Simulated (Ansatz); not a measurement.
# PbS, space group Cmc2_1: an equation of state with a fit

Computed with Ansatz's Python interface.

Notebook, run cell by cell (the value of a cell's last expression is shown):

```python
import warnings

import ansatz as az
import numpy as np
from pymatgen.analysis.eos import EOS
```

```python
VECTORS = np.array([
    [2.056942, -3.565829, 0.0],
    [2.056942, 3.565829, 0.0],
    [0.0, 0.0, 7.559945],
])
SITES = [
    ("Pb", (0.001032, 0.998968, 0.486732)),
    ("Pb", (0.998968, 0.001032, 0.986732)),
    ("S", (0.667145, 0.332855, 0.692468)),
    ("S", (0.332855, 0.667145, 0.192468)),
]
```

```python
def make_crystal(cell):
    crystal = az.Crystal(lattice=az.Lattice.of(cell))
    for symbol, position in SITES:
        crystal = crystal.atom(symbol, position)
    return crystal
```

```python
warnings.simplefilter("ignore", az.DeckWarning)
```

```python
# uniform scaling of the cell
volumes, energies, pressures = [], [], []
for scale in np.linspace(0.88, 1.12, 7):
    cell = VECTORS * scale ** (1 / 3)
    job = (
        make_crystal(cell).calculation()
        .functional("lda")
        .pseudopotentials("paw")
        .basis(420)
        .occupations("fermi_dirac", width=0.05)
        .kpoints(6, 6, 4)
        .stress()
    )
    r = job.run().report
    volumes.append(abs(np.linalg.det(cell)) / len(SITES))
    energies.append(r["free_energy_ev"] / len(SITES))
    pressures.append(np.trace(r["stress_gpa"]) / 3)
    print(f"V = {volumes[-1]:8.4f} A^3/atom  F = {energies[-1]:.5f} eV/atom  P = {pressures[-1]:8.3f} GPa")
```

    V =  24.3980 A^3/atom  F = -6236.38287 eV/atom  P =    4.408 GPa
    V =  25.5070 A^3/atom  F = -6236.40196 eV/atom  P =    1.224 GPa
    V =  26.6160 A^3/atom  F = -6236.40126 eV/atom  P =   -1.333 GPa
    V =  27.7250 A^3/atom  F = -6236.38468 eV/atom  P =   -3.379 GPa
    V =  28.8340 A^3/atom  F = -6236.35544 eV/atom  P =   -5.007 GPa
    V =  29.9430 A^3/atom  F = -6236.31615 eV/atom  P =   -6.296 GPa
    V =  31.0520 A^3/atom  F = -6236.26892 eV/atom  P =   -7.310 GPa

```python
for form in ["murnaghan", "birch_murnaghan"]:
    fit = EOS(eos_name=form).fit(volumes, energies)
    print(f"{form:18s} V0 {fit.v0:8.4f} A^3/atom  B0 {fit.b0_GPa:7.1f} GPa  B1 {fit.b1:5.2f}")
```

    murnaghan          V0  25.9987 A^3/atom  B0    60.6 GPa  B1  4.61
    birch_murnaghan    V0  26.0042 A^3/atom  B0    60.5 GPa  B1  4.34

A third-order Birch-Murnaghan fit through the 7 points has its minimum at 26.00 Å³ an atom, 6.2 % below the typed cell, with a bulk modulus of 61 GPa and dB/dP = 4.3. From that minimum the energy rises by 21.0 meV an atom on the compressed side and 134.9 meV on the expanded side. The window is off centre, so dB/dP is rough.

Total energies depend on the potentials; only differences at equal settings carry meaning. Shape and fractional positions are held along the curve, so the bulk modulus is an upper value where they are free to relax, by a factor of two or more in layered or hydrogen-bonded cells. Within a few hundredths of an angstrom the cell has the higher group P6_3mc; the lower one is a small distortion. Pressure is positive in compression. Spin-orbit coupling, which matters for elements this heavy, is left out. The structure comes from a database of computed cells and needn't be a stable or known phase. Timing: 39 s on 1 thread of Intel(R) Xeon(R) Processor @ 2.30GHz (shared host), peak memory 0.65 GiB.
